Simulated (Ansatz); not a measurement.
# Ge: pressure against volume

How stiff is Ge, and at what volume does the pressure vanish? The cell is scaled evenly, atoms carried along, and solved with LAPW, PAW and all-electron datasets made for the crystal.

This is Ge in the simple cubic structure; at room conditions it is diamond.

Method: DFT PBE, scalar-relativistic, in Ansatz 0.2.0.

1 further run of the same task is left out (set aside as unsound or not needed).

## Step 1: The starting structure

Symmetry: Pm-3m, No. 221, cubic system. Conventional cell: a = 2.712 Å, b = 2.712 Å, c = 2.712 Å, α = 90.00°, β = 90.00°, γ = 90.00°. Around Ge (site symmetry m-3m) lie 6 Ge at 2.71 Å.

Structure file:

```cif
data_structure
_symmetry_space_group_name_H-M 'Pm-3m'
_symmetry_Int_Tables_number 221
_cell_length_a 2.7121
_cell_length_b 2.7121
_cell_length_c 2.7121
_cell_angle_alpha 90.000
_cell_angle_beta 90.000
_cell_angle_gamma 90.000
_cell_volume 19.95
loop_
_atom_site_label
_atom_site_type_symbol
_atom_site_symmetry_multiplicity
_atom_site_Wyckoff_symbol
_atom_site_fract_x
_atom_site_fract_y
_atom_site_fract_z
_atom_site_occupancy
Ge1 Ge 1 a 0.00000 0.00000 0.00000 1
```

The file gives the conventional cell by its symmetry; the runs use the cell typed in the input.

The cell was relaxed by PAW from a hypothetical start (sc type); it needn't be the stable phase of this composition.

## Step 2: Volume × 0.96, LAPW

input.yaml

```yaml
crystal:
  lattice:
    - [2.6754197905, 0.0, 0.0]
    - [0.0, 2.6754197905, 0.0]
    - [0.0, 0.0, 2.6754197905]
  atoms:
    - { symbol: Ge, position: [0.0, 0.0, 0.0] }
kpoints:
  mp_grid: { grid: [13, 13, 13] }
scf:
  occupations: { method: fermi_dirac, width: 0.05 }
hamiltonian:
  xc: pbe
  pseudopotentials: { kind: all_electron, lapw: { basis_error: 0.00025 } }
output:
  forces: true
  stress: true
  eigenvalues: true
```

## Step 3: Volume × 0.96, PAW

input.yaml, as its differences from that of step 2:

```diff
@@ -13,3 +13,3 @@
   xc: pbe
-  pseudopotentials: { kind: all_electron, lapw: { basis_error: 0.00025 } }
+  pseudopotentials: { kind: paw }
 output:
@@ -18 +18,2 @@
   eigenvalues: true
+  efg: { contact_densities: true }
```

## Step 4: Volume × 0.96, crystal datasets

input.yaml, as its differences from that of step 3:

```diff
@@ -13,3 +13,3 @@
   xc: pbe
-  pseudopotentials: { kind: paw }
+  pseudopotentials: { kind: all_electron, datasets: crystal }
 output:
```

## Step 5: Volume × 0.98, LAPW

input.yaml

```yaml
crystal:
  lattice:
    - [2.6938715445, 0.0, 0.0]
    - [0.0, 2.6938715445, 0.0]
    - [0.0, 0.0, 2.6938715445]
  atoms:
    - { symbol: Ge, position: [0.0, 0.0, 0.0] }
kpoints:
  mp_grid: { grid: [13, 13, 13] }
scf:
  occupations: { method: fermi_dirac, width: 0.05 }
hamiltonian:
  xc: pbe
  pseudopotentials: { kind: all_electron, lapw: { basis_error: 0.00025 } }
output:
  forces: true
  stress: true
  eigenvalues: true
```

## Step 6: Volume × 0.98, PAW

input.yaml, as its differences from that of step 5:

```diff
@@ -13,3 +13,3 @@
   xc: pbe
-  pseudopotentials: { kind: all_electron, lapw: { basis_error: 0.00025 } }
+  pseudopotentials: { kind: paw }
 output:
@@ -18 +18,2 @@
   eigenvalues: true
+  efg: { contact_densities: true }
```

## Step 7: Volume × 1.02, LAPW

input.yaml

```yaml
crystal:
  lattice:
    - [2.7300352094, 0.0, 0.0]
    - [0.0, 2.7300352094, 0.0]
    - [0.0, 0.0, 2.7300352094]
  atoms:
    - { symbol: Ge, position: [0.0, 0.0, 0.0] }
kpoints:
  mp_grid: { grid: [13, 13, 13] }
scf:
  occupations: { method: fermi_dirac, width: 0.05 }
hamiltonian:
  xc: pbe
  pseudopotentials: { kind: all_electron, lapw: { basis_error: 0.00025 } }
output:
  forces: true
  stress: true
  eigenvalues: true
```

## Step 8: Volume × 1.02, PAW

input.yaml, as its differences from that of step 7:

```diff
@@ -13,3 +13,3 @@
   xc: pbe
-  pseudopotentials: { kind: all_electron, lapw: { basis_error: 0.00025 } }
+  pseudopotentials: { kind: paw }
 output:
@@ -18 +18,2 @@
   eigenvalues: true
+  efg: { contact_densities: true }
```

## Step 9: Volume × 1.04, LAPW

input.yaml

```yaml
crystal:
  lattice:
    - [2.7477632075, 0.0, 0.0]
    - [0.0, 2.7477632075, 0.0]
    - [0.0, 0.0, 2.7477632075]
  atoms:
    - { symbol: Ge, position: [0.0, 0.0, 0.0] }
kpoints:
  mp_grid: { grid: [13, 13, 13] }
scf:
  occupations: { method: fermi_dirac, width: 0.05 }
hamiltonian:
  xc: pbe
  pseudopotentials: { kind: all_electron, lapw: { basis_error: 0.00025 } }
output:
  forces: true
  stress: true
  eigenvalues: true
```

## Step 10: Volume × 1.04, PAW

input.yaml, as its differences from that of step 9:

```diff
@@ -13,3 +13,3 @@
   xc: pbe
-  pseudopotentials: { kind: all_electron, lapw: { basis_error: 0.00025 } }
+  pseudopotentials: { kind: paw }
 output:
@@ -18 +18,2 @@
   eigenvalues: true
+  efg: { contact_densities: true }
```

## Step 11: Volume × 1.04, crystal datasets

input.yaml, as its differences from that of step 10:

```diff
@@ -13,3 +13,3 @@
   xc: pbe
-  pseudopotentials: { kind: paw }
+  pseudopotentials: { kind: all_electron, datasets: crystal }
 output:
```

(Steps that only read results are left out.)

Before running it: what results should come out? Wanted: equilibrium volume; bulk modulus (for each run or level that gives them).

**Answer**, as computed:

| quantity | value |
| --- | --- |
| equilibrium volume (LAPW) | 19.957 Å³/atom |
| bulk modulus (LAPW) | 67 GPa |
| its pressure derivative (LAPW) | 4.6 |
| equilibrium volume (PAW) | 19.947 Å³/atom |
| bulk modulus (PAW) | 68 GPa |
| its pressure derivative (PAW) | 4.6 |

A third-order Birch-Murnaghan fit to the LAPW pressures puts zero pressure at 19.96 Å³/atom, less than 0.1 % from the given cell, with a bulk modulus of 67 GPa. PAW's volume lies -0.05 % and its modulus +0.2 % from LAPW's. No thermal or zero-point expansion is included.
